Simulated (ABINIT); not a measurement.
# Fe (Im-3m) in ABINIT: equation of state with r2SCAN

Aim: the equation of state of Fe with r2SCAN.

All numbers are computed with ABINIT 10.8.3 (patched build); they aren't measurements. Logs are shortened: lines on timing, memory, paths and dates and some standing lists are left out, and cuts for length are marked. The log counts tension as positive stress, the text compression.

**Experimental background.**

“Pressure Induced Densification and Compression in a Reprocessed Borosilicate Glass”, 2018, pmc:5793612 quotes, for a bulk crystal of Fe: bulk modulus 166.4 GPa.

The runs below are set against these values where they give the same quantity.

### Step 1. Starting point

Symmetry: Im-3m, No. 229, cubic system. Conventional cell: a = 2.886 Å, b = 2.886 Å, c = 2.886 Å, α = 90.00°, β = 90.00°, γ = 90.00°. Fe (site symmetry m-3m) has 8 Fe at 2.50 Å as nearest neighbours.

### Step 2. Equation of state, r2SCAN, collinear spin, ferromagnetic start

Input file run.abi:

```
ndtset 7
scalecart1 3*0.9795861087
scalecart2 3*0.9864848297
scalecart3 3*0.9932883884
scalecart4 3*1.0000000000
scalecart5 3*1.0066227096
scalecart6 3*1.0131594038
scalecart7 3*1.0196128224

pp_dirpath "./"
pseudos "Fe.GGA_PBE-JTH.xml"

acell 3*1.0
rprim
    -2.7268747978     2.7268747978     2.7268747978
     2.7268747978    -2.7268747978     2.7268747978
     2.7268747978     2.7268747978    -2.7268747978
ntypat 1
znucl 26
natom 1
typat 1
xred
     0.0000000000     0.0000000000     0.0000000000

ecut 843.552974 eV
pawecutdg 53.0

kptopt 1
ngkpt 13 13 13
nshiftk 1
shiftk 0.0 0.0 0.0

ixc -497498
usekden 1
pawxcdev 0

nband 13
occopt 3
tsmear 0.00183747

nsppol 2
spinat
     0.0000000000     0.0000000000     3.0000000000

nstep 100
tolvrs 1.0e-7

iomode 3
prtwf 0
prtden 0
prteig 0
prtebands 0
```

Potentials or basis: JTH PAW PBE v2.0.

The run is started by

```console
$ mpirun --bind-to none -np 4 abinit run.abi > log 2>&1
```

run.abo:

```text
.Version 10.8.3 of ABINIT
 DATASET    1 : space group Im -3 m (#229); Bravais cI (body-center cubic)
================================================================================
 Values of the parameters that define the memory need for DATASET  1.
     intxc =       0    ionmov =       0      iscf =      17    lmnmax =      18
     lnmax =       6     mgfft =      24  mpssoang =       3    mqgrid =    3001
     natom =       1  nloc_mem =       2    nspden =       2   nspinor =       1
    nsppol =       2      nsym =      48    n1xccc =       1    ntypat =       1
    occopt =       3   xclevel =       2
       mpw =         642          nfft =       13824          nkpt =          84
 PAW method is used; the additional fine FFT grid is defined by:
   mgfftf=        32    nfftf =     32768
================================================================================
================================================================================
[... 71 lines left out ...]
 DATASET    7 : space group Im -3 m (#229); Bravais cI (body-center cubic)
================================================================================
 Values of the parameters that define the memory need for DATASET  7.
     intxc =       0    ionmov =       0      iscf =      17    lmnmax =      18
     lnmax =       6     mgfft =      27  mpssoang =       3    mqgrid =    3001
     natom =       1  nloc_mem =       2    nspden =       2   nspinor =       1
    nsppol =       2      nsym =      48    n1xccc =       1    ntypat =       1
    occopt =       3   xclevel =       2
       mpw =         719          nfft =       19683          nkpt =          84
 PAW method is used; the additional fine FFT grid is defined by:
   mgfftf=        32    nfftf =     32768
================================================================================
================================================================================

--------------------------------------------------------------------------------
------------- Echo of variables that govern the present computation ------------
--------------------------------------------------------------------------------
 -outvars: echo values of preprocessed input variables --------
            acell      1.0000000000E+00  1.0000000000E+00  1.0000000000E+00 Bohr
              amu      5.58470000E+01
             ecut      3.10000000E+01 Hartree
                       outvar_i_n : Printing only first  50 k-points.
              ixc     -497498
           jdtset        1    2    3    4    5    6    7
                       outvar_i_n : Printing only first  50 k-points.
         kptrlatt       13    0    0      0   13    0      0    0   13
          kptrlen1     6.01466988E+01
          kptrlen2     6.05702810E+01
          kptrlen3     6.09880203E+01
          kptrlen4     6.14001140E+01
          kptrlen5     6.18067492E+01
          kptrlen6     6.22081029E+01
          kptrlen7     6.26043436E+01
            natom           1
            nband          13
           ndtset           7
            ngfft1         24      24      24
            ngfft2         24      24      24
            ngfft3         24      24      24
            ngfft4         24      24      24
            ngfft5         24      24      24
            ngfft6         24      24      24
            ngfft7         27      27      27
          ngfftdg          32      32      32
             nkpt          84
           nspden           2
           nsppol           2
            nstep         100
             nsym          48
           ntypat           1
                       prtocc : prtvol=0, do not print more k-points.
                       1.000000  1.000000  1.000000  1.000000  1.000000  1.000000
                       1.000000  1.000000  0.000000  0.000000  0.000000  0.000000
                       0.000000
                       1.000000  1.000000  1.000000  1.000000  1.000000  1.000000
                       1.000000  1.000000  0.000000  0.000000  0.000000  0.000000
                       0.000000
                       1.000000  1.000000  1.000000  1.000000  1.000000  1.000000
                       1.000000  1.000000  0.000000  0.000000  0.000000  0.000000
                       0.000000
                       1.000000  1.000000  1.000000  1.000000  1.000000  1.000000
                       1.000000  1.000000  0.000000  0.000000  0.000000  0.000000
                       0.000000
                       1.000000  1.000000  1.000000  1.000000  1.000000  1.000000
                       1.000000  1.000000  0.000000  0.000000  0.000000  0.000000
                       0.000000
                       1.000000  1.000000  1.000000  1.000000  1.000000  1.000000
                       1.000000  1.000000  0.000000  0.000000  0.000000  0.000000
                       0.000000
                       1.000000  1.000000  1.000000  1.000000  1.000000  1.000000
                       1.000000  1.000000  0.000000  0.000000  0.000000  0.000000
                       0.000000
                       1.000000  1.000000  1.000000  1.000000  1.000000  1.000000
[... 110 lines left out ...]
                       1.000000  1.000000  1.000000  1.000000  1.000000  1.000000
                       1.000000  1.000000  0.000000  0.000000  0.000000  0.000000
                       0.000000
                       1.000000  1.000000  1.000000  1.000000  1.000000  1.000000
                       1.000000  1.000000  0.000000  0.000000  0.000000  0.000000
                       0.000000
                       1.000000  1.000000  1.000000  1.000000  1.000000  1.000000
                       1.000000  1.000000  0.000000  0.000000  0.000000  0.000000
                       0.000000
                       1.000000  1.000000  1.000000  1.000000  1.000000  1.000000
                       1.000000  1.000000  0.000000  0.000000  0.000000  0.000000
                       0.000000
                       1.000000  1.000000  1.000000  1.000000  1.000000  1.000000
                       1.000000  1.000000  0.000000  0.000000  0.000000  0.000000
                       0.000000
                       1.000000  1.000000  1.000000  1.000000  1.000000  1.000000
                       1.000000  1.000000  0.000000  0.000000  0.000000  0.000000
                       0.000000
                       prtocc : prtvol=0, do not print more k-points.
           occopt           3
        pawecutdg      5.30000000E+01 Hartree
         pawxcdev           0
           prtden           0
        prtebands           0
           prteig           0
          prtkden           1
            prtwf           0
            rprim1    -2.6712086721E+00  2.6712086721E+00  2.6712086721E+00
                       2.6712086721E+00 -2.6712086721E+00  2.6712086721E+00
                       2.6712086721E+00  2.6712086721E+00 -2.6712086721E+00
            rprim2    -2.6900206205E+00  2.6900206205E+00  2.6900206205E+00
                       2.6900206205E+00 -2.6900206205E+00  2.6900206205E+00
                       2.6900206205E+00  2.6900206205E+00 -2.6900206205E+00
            rprim3    -2.7085730733E+00  2.7085730733E+00  2.7085730733E+00
                       2.7085730733E+00 -2.7085730733E+00  2.7085730733E+00
                       2.7085730733E+00  2.7085730733E+00 -2.7085730733E+00
            rprim4    -2.7268747978E+00  2.7268747978E+00  2.7268747978E+00
                       2.7268747978E+00 -2.7268747978E+00  2.7268747978E+00
                       2.7268747978E+00  2.7268747978E+00 -2.7268747978E+00
            rprim5    -2.7449340977E+00  2.7449340977E+00  2.7449340977E+00
                       2.7449340977E+00 -2.7449340977E+00  2.7449340977E+00
                       2.7449340977E+00  2.7449340977E+00 -2.7449340977E+00
            rprim6    -2.7627588444E+00  2.7627588444E+00  2.7627588444E+00
                       2.7627588444E+00 -2.7627588444E+00  2.7627588444E+00
                       2.7627588444E+00  2.7627588444E+00 -2.7627588444E+00
            rprim7    -2.7803565089E+00  2.7803565089E+00  2.7803565089E+00
                       2.7803565089E+00 -2.7803565089E+00  2.7803565089E+00
                       2.7803565089E+00  2.7803565089E+00 -2.7803565089E+00
          spgroup         229
           spinat      0.0000000000E+00  0.0000000000E+00  3.0000000000E+00
           tolvrs      1.00000000E-07
           tsmear      1.83747000E-03 Hartree
            typat      1
          usekden           1
           useylm           1
                       outvars : Printing only first  50 k-points.
            znucl       26.00000

================================================================================

 chkinp: Checking input parameters for consistency, jdtset=   1.

 chkinp: Checking input parameters for consistency, jdtset=   2.

 chkinp: Checking input parameters for consistency, jdtset=   3.

 chkinp: Checking input parameters for consistency, jdtset=   4.
[... 27 lines left out ...]
 getcut: wavevector=  0.0000  0.0000  0.0000  ngfft=  24  24  24
         ecut(hartree)=     31.000   => boxcut(ratio)=   2.06965

 Fine grid specifications (used for densities):

 getcut: wavevector=  0.0000  0.0000  0.0000  ngfft=  32  32  32
         ecut(hartree)=     53.000   => boxcut(ratio)=   2.11253

--- Pseudopotential description ------------------------------------------------
- pspini: atom type   1  psp file is ./Fe.GGA_PBE-JTH.xml
 Pseudopotential format is: paw10
 basis_size (lnmax)=  6 (lmn_size= 18), orbitals=   0   0   1   1   2   2
 Spheres core radius: rc_sph= 2.11531574
 Shapefunction is SIN type: shapef(r)=[sin(pi*r/rshp)/(pi*r/rshp)]**2
 Radius for shape functions =  1.80687083
 Compensation charge density is not taken into account in XC energy/potential

   4.97280188E+02                                ecore*ucvol(ha*bohr**3)
--------------------------------------------------------------------------------

================================================================================

--- !BeginCycle
iteration_state: {dtset: 1, }
solver: {iscf: 17, nstep: 100, nline: 4, wfoptalg: 10, }
tolerances: {tolvrs: 1.00E-07, }
...

     iter   Etot(hartree)      deltaE(h)  residm     nres2   difmagsph maxmagsph
 ETOT  1  -117.04960003882    -1.170E+02 3.596E+01 2.116E+02 1.320E+00 1.320E+00
 ETOT  2  -120.31870210724    -3.269E+00 1.984E-01 2.762E+02 9.670E-01 2.287E+00
 ETOT  3  -120.07874947284     2.400E-01 2.617E-01 1.319E+00 5.891E-02 2.228E+00
 ETOT  4  -120.08344549962    -4.696E-03 5.133E-01 6.946E+00 1.973E-01 2.425E+00
 ETOT  5  -120.08414024913    -6.947E-04 2.106E-01 3.007E+00 3.790E-02 2.463E+00
 ETOT  6  -120.08749346407    -3.353E-03 1.425E-02 2.933E+00 1.713E-01 2.634E+00
 ETOT  7  -120.08786656461    -3.731E-04 3.467E-03 3.604E-01 9.979E-02 2.734E+00
 ETOT  8  -120.08828188335    -4.153E-04 1.072E-03 5.382E-02 4.355E-02 2.777E+00
 ETOT  9  -120.08831717253    -3.529E-05 2.801E-04 2.306E-02 1.802E-02 2.795E+00
 ETOT 10  -120.08833294747    -1.577E-05 2.655E-04 1.554E-03 1.234E-02 2.783E+00
 ETOT 11  -120.08833771316    -4.766E-06 1.458E-04 8.423E-04 1.589E-03 2.785E+00
[... 1434 lines left out ...]
 Cartesian components of stress tensor (hartree/bohr^3)
  sigma(1 1)=  4.66835064E-04  sigma(3 2)=  0.00000000E+00
  sigma(2 2)=  4.66835064E-04  sigma(3 1)=  0.00000000E+00
  sigma(3 3)=  4.66835064E-04  sigma(2 1)=  0.00000000E+00

-Cartesian components of stress tensor (GPa)         [Pressure= -1.3735E+01 GPa]
- sigma(1 1)=  1.37347618E+01  sigma(3 2)=  0.00000000E+00
- sigma(2 2)=  1.37347618E+01  sigma(3 1)=  0.00000000E+00
- sigma(3 3)=  1.37347618E+01  sigma(2 1)=  0.00000000E+00

== END DATASET(S) ==============================================================
================================================================================

 -outvars: echo values of variables after computation  --------
            acell      1.0000000000E+00  1.0000000000E+00  1.0000000000E+00 Bohr
           etotal1    -1.2008834143E+02
           etotal2    -1.2008869485E+02
           etotal3    -1.2008879113E+02
           etotal4    -1.2008865981E+02
           etotal5    -1.2008833393E+02
           etotal6    -1.2008783450E+02
           etotal7    -1.2008717789E+02
            fcart1    -0.0000000000E+00 -0.0000000000E+00 -0.0000000000E+00
            fcart2    -0.0000000000E+00 -0.0000000000E+00 -0.0000000000E+00
            fcart3    -0.0000000000E+00 -0.0000000000E+00 -0.0000000000E+00
            fcart4    -0.0000000000E+00 -0.0000000000E+00 -0.0000000000E+00
            fcart5    -0.0000000000E+00 -0.0000000000E+00 -0.0000000000E+00
            fcart6    -0.0000000000E+00 -0.0000000000E+00 -0.0000000000E+00
            fcart7    -0.0000000000E+00 -0.0000000000E+00 -0.0000000000E+00
            rprim1    -2.6712086721E+00  2.6712086721E+00  2.6712086721E+00
                       2.6712086721E+00 -2.6712086721E+00  2.6712086721E+00
                       2.6712086721E+00  2.6712086721E+00 -2.6712086721E+00
            rprim2    -2.6900206205E+00  2.6900206205E+00  2.6900206205E+00
                       2.6900206205E+00 -2.6900206205E+00  2.6900206205E+00
                       2.6900206205E+00  2.6900206205E+00 -2.6900206205E+00
            rprim3    -2.7085730733E+00  2.7085730733E+00  2.7085730733E+00
                       2.7085730733E+00 -2.7085730733E+00  2.7085730733E+00
[... 9 lines left out ...]
                       2.7627588444E+00  2.7627588444E+00 -2.7627588444E+00
            rprim7    -2.7803565089E+00  2.7803565089E+00  2.7803565089E+00
                       2.7803565089E+00 -2.7803565089E+00  2.7803565089E+00
                       2.7803565089E+00  2.7803565089E+00 -2.7803565089E+00
           strten1    -2.8272622135E-04 -2.8272622135E-04 -2.8272622135E-04
                       0.0000000000E+00  0.0000000000E+00  0.0000000000E+00
           strten2    -1.1838485834E-04 -1.1838485834E-04 -1.1838485834E-04
                       0.0000000000E+00  0.0000000000E+00  0.0000000000E+00
           strten3     3.2985984533E-05  3.2985984533E-05  3.2985984533E-05
                       0.0000000000E+00  0.0000000000E+00  0.0000000000E+00
           strten4     1.6283121981E-04  1.6283121981E-04  1.6283121981E-04
                       0.0000000000E+00  0.0000000000E+00  0.0000000000E+00
           strten5     2.7384129771E-04  2.7384129771E-04  2.7384129771E-04
                       0.0000000000E+00  0.0000000000E+00  0.0000000000E+00
           strten6     3.7678820948E-04  3.7678820948E-04  3.7678820948E-04
                       0.0000000000E+00  0.0000000000E+00  0.0000000000E+00
           strten7     4.6683506421E-04  4.6683506421E-04  4.6683506421E-04
                       0.0000000000E+00  0.0000000000E+00  0.0000000000E+00
 Calculation completed.
```

It took 4.5 min on 4 MPI ranks of Intel Xeon 6975P-C (Granite Rapids), shared host; peak memory 0.68 GiB.

What came out:

* Equilibrium volume: 11.76 Å³/atom
* Bulk modulus: 202 GPa
* Pressure derivative of the bulk modulus: 5.3 (rough: it moves with the points fitted)

Energy against volume, from the lowest point:
```csv
volume (Å³/atom),energy (meV/atom)
11.298,12.24
11.538,2.62
11.778,0.00
12.019,3.57
12.259,12.44
12.499,26.03
12.740,43.90
```

Caveat: pressures at fixed basis lie under the slope of the energies; the PAW data sets were made with another functional, which shifts forces and pressure a little.

### Step 3. Comparison with measurements

Step 2. A measured bulk modulus of Fe is 166.4 GPa (quoted in “Pressure Induced Densification and Compression in a Reprocessed Borosilicate Glass”, 2018, pmc:5793612); the calculated 202 GPa misses it by +21.4 %. The fit is for a static lattice scaled at fixed shape and fixed fractional positions.
